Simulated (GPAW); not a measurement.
# Pd (Fm-3m) in GPAW: convergence with imaginary frequencies

Aim: find how far imaginary frequencies must go before the results for Pd settle, at LDA. This setting moves, with any that are tied to it; all else stays.

All numbers are computed with GPAW 26.7.0; they aren't measurements. Logs are shortened: lines on timing, memory, paths and dates and some standing lists are left out, and cuts for length are marked. The log counts tension as positive stress, the text compression.

### 1 Starting point

Symmetry: Fm-3m, No. 225, cubic system. Conventional cell: a = 3.893 Å, b = 3.893 Å, c = 3.893 Å, α = 90.00°, β = 90.00°, γ = 90.00°. Pd (site symmetry m-3m) is surrounded by 12 Pd at 2.75 Å.

### 2 With imaginary frequencies 4

Input file run.py:

```python
import numpy as np
import spglib
from ase import Atoms
from ase.io import read
from ase.units import Bohr, Ha
from gpaw import GPAW, PW
from gpaw.hybrids.energy import non_self_consistent_energy
from gpaw.xc.rpa import RPACorrelation

atoms = read('Pd.cif')
cell, positions, numbers = spglib.find_primitive(
    (atoms.cell[:], atoms.get_scaled_positions(), atoms.numbers), symprec=1e-4)
atoms = Atoms(numbers, cell=cell, scaled_positions=positions, pbc=True)

for x in [1.0]:
    ecuts = np.array([96.0, 120.0, 150])
    a = atoms.copy()
    a.set_cell(atoms.cell * x**(1 / 3), scale_atoms=True)
    calc = GPAW(mode=PW(400),
                xc='LDA',
                kpts={'size': (6, 6, 6), 'gamma': True},
                occupations={'name': 'fermi-dirac', 'width': 0.05},
                nbands=17,
                convergence={'density': 1e-06},
                maxiter=150,
                txt=f'gs-{x:.2f}.txt')
    a.calc = calc
    dft = a.get_potential_energy(force_consistent=True)
    calc.write(f'gs-{x:.2f}.gpw')
    exx = non_self_consistent_energy(calc, 'EXX').sum()
    calc.diagonalize_full_hamiltonian(nbands=int(a.get_volume() / Bohr**3 * (ecuts[-1] / Ha)**1.5 * 2**0.5 / 3 / np.pi**2 * 1.15) + 30)
    calc.write(f'full-{x:.2f}.gpw', mode='all')
    ec = RPACorrelation(f'full-{x:.2f}.gpw', ecut=ecuts, nfrequencies=4, skip_gamma=True, frequency_scale=2.5, txt=f'rpa-{x:.2f}.txt').calculate()
    slope, ec_inf = np.polyfit(ecuts**-1.5, ec, 1)
    print(f'V = {a.get_volume():.4f} A^3: DFT {dft:.5f}, EXX {exx:.5f}, correlation', *ec.round(5), f'extrapolated {ec_inf:.5f}, total {exx + ec_inf:.5f} eV', flush=True)
```

Input file Pd.cif:

```cif
data_Pd
_cell_length_a 3.89300000
_cell_length_b 3.89300000
_cell_length_c 3.89300000
_cell_angle_alpha 90.00000000
_cell_angle_beta 90.00000000
_cell_angle_gamma 90.00000000
_space_group_name_H-M_alt 'Fm-3m'
_space_group_name_Hall '-F 4 2 3'
_space_group_IT_number 225
loop_
_space_group_symop_operation_xyz
'x,y,z'
'-x,-y,-z'
'-y,x,z'
'y,-x,-z'
'-x,-y,z'
'x,y,-z'
'y,-x,z'
'-y,x,-z'
'x,-y,-z'
'-x,y,z'
'-y,-x,-z'
'y,x,z'
'-x,y,-z'
'x,-y,z'
'y,x,-z'
'-y,-x,z'
'z,x,y'
'-z,-x,-y'
'z,-y,x'
'-z,y,-x'
'z,-x,-y'
'-z,x,y'
'z,y,-x'
'-z,-y,x'
'-z,x,-y'
'z,-x,y'
'-z,-y,-x'
'z,y,x'
'-z,-x,y'
'z,x,-y'
'-z,y,x'
'z,-y,-x'
'y,z,x'
'-y,-z,-x'
'x,z,-y'
'-x,-z,y'
'-y,z,-x'
'y,-z,x'
'-x,z,y'
'x,-z,-y'
'-y,-z,x'
'y,z,-x'
'-x,-z,-y'
'x,z,y'
'y,-z,-x'
'-y,z,x'
'x,-z,y'
'-x,z,-y'
'x,y+1/2,z+1/2'
'-x,-y+1/2,-z+1/2'
'-y,x+1/2,z+1/2'
[... 62 lines left out ...]
'-z+1/2,-x,-y+1/2'
'z+1/2,-y,x+1/2'
'-z+1/2,y,-x+1/2'
'z+1/2,-x,-y+1/2'
'-z+1/2,x,y+1/2'
'z+1/2,y,-x+1/2'
'-z+1/2,-y,x+1/2'
'-z+1/2,x,-y+1/2'
'z+1/2,-x,y+1/2'
'-z+1/2,-y,-x+1/2'
'z+1/2,y,x+1/2'
'-z+1/2,-x,y+1/2'
'z+1/2,x,-y+1/2'
'-z+1/2,y,x+1/2'
'z+1/2,-y,-x+1/2'
'y+1/2,z,x+1/2'
'-y+1/2,-z,-x+1/2'
'x+1/2,z,-y+1/2'
'-x+1/2,-z,y+1/2'
'-y+1/2,z,-x+1/2'
'y+1/2,-z,x+1/2'
'-x+1/2,z,y+1/2'
'x+1/2,-z,-y+1/2'
'-y+1/2,-z,x+1/2'
'y+1/2,z,-x+1/2'
'-x+1/2,-z,-y+1/2'
'x+1/2,z,y+1/2'
'y+1/2,-z,-x+1/2'
'-y+1/2,z,x+1/2'
'x+1/2,-z,y+1/2'
'-x+1/2,z,-y+1/2'
'x+1/2,y+1/2,z'
'-x+1/2,-y+1/2,-z'
'-y+1/2,x+1/2,z'
'y+1/2,-x+1/2,-z'
'-x+1/2,-y+1/2,z'
'x+1/2,y+1/2,-z'
'y+1/2,-x+1/2,z'
'-y+1/2,x+1/2,-z'
'x+1/2,-y+1/2,-z'
'-x+1/2,y+1/2,z'
'-y+1/2,-x+1/2,-z'
'y+1/2,x+1/2,z'
'-x+1/2,y+1/2,-z'
'x+1/2,-y+1/2,z'
'y+1/2,x+1/2,-z'
'-y+1/2,-x+1/2,z'
'z+1/2,x+1/2,y'
'-z+1/2,-x+1/2,-y'
'z+1/2,-y+1/2,x'
'-z+1/2,y+1/2,-x'
'z+1/2,-x+1/2,-y'
'-z+1/2,x+1/2,y'
'z+1/2,y+1/2,-x'
'-z+1/2,-y+1/2,x'
'-z+1/2,x+1/2,-y'
'z+1/2,-x+1/2,y'
'-z+1/2,-y+1/2,-x'
'z+1/2,y+1/2,x'
'-z+1/2,-x+1/2,y'
'z+1/2,x+1/2,-y'
'-z+1/2,y+1/2,x'
'z+1/2,-y+1/2,-x'
'y+1/2,z+1/2,x'
'-y+1/2,-z+1/2,-x'
'x+1/2,z+1/2,-y'
'-x+1/2,-z+1/2,y'
'-y+1/2,z+1/2,-x'
'y+1/2,-z+1/2,x'
'-x+1/2,z+1/2,y'
'x+1/2,-z+1/2,-y'
'-y+1/2,-z+1/2,x'
'y+1/2,z+1/2,-x'
'-x+1/2,-z+1/2,-y'
'x+1/2,z+1/2,y'
'y+1/2,-z+1/2,-x'
'-y+1/2,z+1/2,x'
'x+1/2,-z+1/2,y'
'-x+1/2,z+1/2,-y'
loop_
_atom_site_label
_atom_site_type_symbol
_atom_site_symmetry_multiplicity
_atom_site_Wyckoff_symbol
_atom_site_fract_x
_atom_site_fract_y
_atom_site_fract_z
_atom_site_occupancy
Pd1 Pd 4 a 0.0000000000 0.0000000000 0.0000000000 1
```

Potentials or basis: the program's PAW data sets (release 1.2.1) made for this functional, pw.

The run is started by

```console
> OMP_NUM_THREADS=1 python run.py
```

Wall time 98 s (1 thread of AMD EPYC 7R43 (Zen 3), shared host); peak memory 0.21 GiB.

It converged, with:

* Free energy: -5.1914 eV
* Band gap on the k mesh, mean-field level: none (metal or under the smearing width)

### 3 With imaginary frequencies 6

Edit run.py of step 2 so:

```diff
@@ -32,3 +32,3 @@
     calc.write(f'full-{x:.2f}.gpw', mode='all')
-    ec = RPACorrelation(f'full-{x:.2f}.gpw', ecut=ecuts, nfrequencies=4, skip_gamma=True, frequency_scale=2.5, txt=f'rpa-{x:.2f}.txt').calculate()
+    ec = RPACorrelation(f'full-{x:.2f}.gpw', ecut=ecuts, nfrequencies=6, skip_gamma=True, frequency_scale=2.5, txt=f'rpa-{x:.2f}.txt').calculate()
     slope, ec_inf = np.polyfit(ecuts**-1.5, ec, 1)
```

Pd.cif is that of step 2.

Potentials or basis: the program's PAW data sets (release 1.2.1) made for this functional, pw.

The run is started by

```console
> OMP_NUM_THREADS=1 python run.py
```

Wall time 96 s (1 thread of AMD EPYC 7R43 (Zen 3), shared host); peak memory 0.22 GiB.

Results (log left out):

| Property | Result |
| --- | --- |
| Free energy | -5.1914 eV |
| Band gap on the k mesh, mean-field level | none (metal or under the smearing width) |

### 4 With imaginary frequencies 8

Edit run.py of step 3 so:

```diff
@@ -32,3 +32,3 @@
     calc.write(f'full-{x:.2f}.gpw', mode='all')
-    ec = RPACorrelation(f'full-{x:.2f}.gpw', ecut=ecuts, nfrequencies=6, skip_gamma=True, frequency_scale=2.5, txt=f'rpa-{x:.2f}.txt').calculate()
+    ec = RPACorrelation(f'full-{x:.2f}.gpw', ecut=ecuts, nfrequencies=8, skip_gamma=True, frequency_scale=2.5, txt=f'rpa-{x:.2f}.txt').calculate()
     slope, ec_inf = np.polyfit(ecuts**-1.5, ec, 1)
```

Pd.cif is that of step 3.

The run is started by

```console
> OMP_NUM_THREADS=1 python run.py
```

Wall time 93 s (1 thread of AMD EPYC 7R43 (Zen 3), shared host); peak memory 0.22 GiB.

Results (log left out):

```yaml
Free_energy: -5.1914 eV
Band_gap_on_the_k_mesh_mean-field_level: none (metal or under the smearing width)
```

### 5 With imaginary frequencies 12

Edit run.py of step 4 so:

```diff
@@ -32,3 +32,3 @@
     calc.write(f'full-{x:.2f}.gpw', mode='all')
-    ec = RPACorrelation(f'full-{x:.2f}.gpw', ecut=ecuts, nfrequencies=8, skip_gamma=True, frequency_scale=2.5, txt=f'rpa-{x:.2f}.txt').calculate()
+    ec = RPACorrelation(f'full-{x:.2f}.gpw', ecut=ecuts, nfrequencies=12, skip_gamma=True, frequency_scale=2.5, txt=f'rpa-{x:.2f}.txt').calculate()
     slope, ec_inf = np.polyfit(ecuts**-1.5, ec, 1)
```

Pd.cif is that of step 4.

The run is started by

```console
> OMP_NUM_THREADS=1 python run.py
```

It took 93 s on 1 thread of AMD EPYC 7R43 (Zen 3), shared host; peak memory 0.22 GiB.

Results (log left out):

```
Free energy                              : -5.1914 eV
Band gap on the k mesh, mean-field level : none (metal or under the smearing width)
```

### 6 With imaginary frequencies 16

Edit run.py of step 5 so:

```diff
@@ -32,3 +32,3 @@
     calc.write(f'full-{x:.2f}.gpw', mode='all')
-    ec = RPACorrelation(f'full-{x:.2f}.gpw', ecut=ecuts, nfrequencies=12, skip_gamma=True, frequency_scale=2.5, txt=f'rpa-{x:.2f}.txt').calculate()
+    ec = RPACorrelation(f'full-{x:.2f}.gpw', ecut=ecuts, nfrequencies=16, skip_gamma=True, frequency_scale=2.5, txt=f'rpa-{x:.2f}.txt').calculate()
     slope, ec_inf = np.polyfit(ecuts**-1.5, ec, 1)
```

Pd.cif is that of step 5.

Potentials or basis: the program's PAW data sets (release 1.2.1) made for this functional, pw.

The run is started by

```console
> OMP_NUM_THREADS=1 python run.py
```

Wall time 85 s (1 thread of AMD EPYC 7R43 (Zen 3), shared host); peak memory 0.22 GiB.

The run converged. Its results:

```
Free energy                              : -5.1914 eV
Band gap on the k mesh, mean-field level : none (metal or under the smearing width)
```

[end of part 1 of 2]
